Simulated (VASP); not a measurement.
The system is Al2O3 (Corundum).

```
Al O
1.0
     2.38025    1.37424    4.33187
    -2.38025    1.37424    4.33187
     0.00000   -2.74848    4.33187
Al O
4 6
Direct
  0.85216 0.85216 0.85216
  0.64784 0.64784 0.64784
  0.14784 0.14784 0.14784
  0.35216 0.35216 0.35216
  0.05668 0.75000 0.44332
  0.75000 0.44332 0.05668
  0.44332 0.05668 0.75000
  0.94332 0.25000 0.55668
  0.25000 0.55668 0.94332
  0.55668 0.94332 0.25000
```

| Property | Result |
| --- | --- |
| Program | VASP 6.6.1 |
| Task | relaxation of cell and atoms |
| Functional | revPBE |
| Potentials or basis | VASP PAW PBE potentials, release 64 (Al, O) |
| Cutoff | 600 eV |
| k mesh | 7 × 7 × 7 |
| Occupations | fermi-dirac, width 0.05 eV |
| Spin | no spin polarisation |

At the start: pressure 10.4 GPa; volume 8.50 Å³/atom.

**Question.** How do energy, volume and symmetry change on relaxing?

**Answer.** Over 8 steps the energy falls by 11.6 meV/atom and the volume is 8.87 Å³/atom (+4.4 %); space group R-3c (No. 167, to 0.05 Å).

The path:
| step | energy change (eV) | largest force (eV/Å) | pressure (GPa) | volume (Å³) |
| --- | --- | --- | --- | --- |
| 1 | 0.0000 | 0.0333 | 10.40 | 85.02 |
| 2 | -0.0377 | 0.0706 | -7.44 | 91.99 |
| 3 | -0.1161 | 0.0395 | -0.02 | 88.74 |
| 4 | -0.1161 | 0.0389 | 0.16 | 88.67 |
| 5 | -0.1164 | 0.0005 | 0.16 | 88.68 |
| 6 | -0.1164 | 0.0014 | 0.16 | 88.68 |
| 7 | -0.1164 | 0.0014 | -0.09 | 88.79 |
| 8 | -0.1164 | 0.0009 | -0.01 | 88.75 |

Final structure:
```
CELL_PARAMETERS angstrom
2.41438 1.39394 4.39508
-2.41438 1.39394 4.39508
0.00000 -2.78788 4.39508
ATOMIC_POSITIONS crystal
Al 0.85213 0.85213 0.85213
Al 0.64787 0.64787 0.64787
Al 0.14787 0.14787 0.14787
Al 0.35213 0.35213 0.35213
O 0.05630 0.75000 0.44370
O 0.75000 0.44370 0.05630
O 0.44370 0.05630 0.75000
O 0.94370 0.25000 0.55630
O 0.25000 0.55630 0.94370
O 0.55630 0.94370 0.25000
```

Caveat: the PAW data sets were made with another functional, which shifts forces and pressure a little.
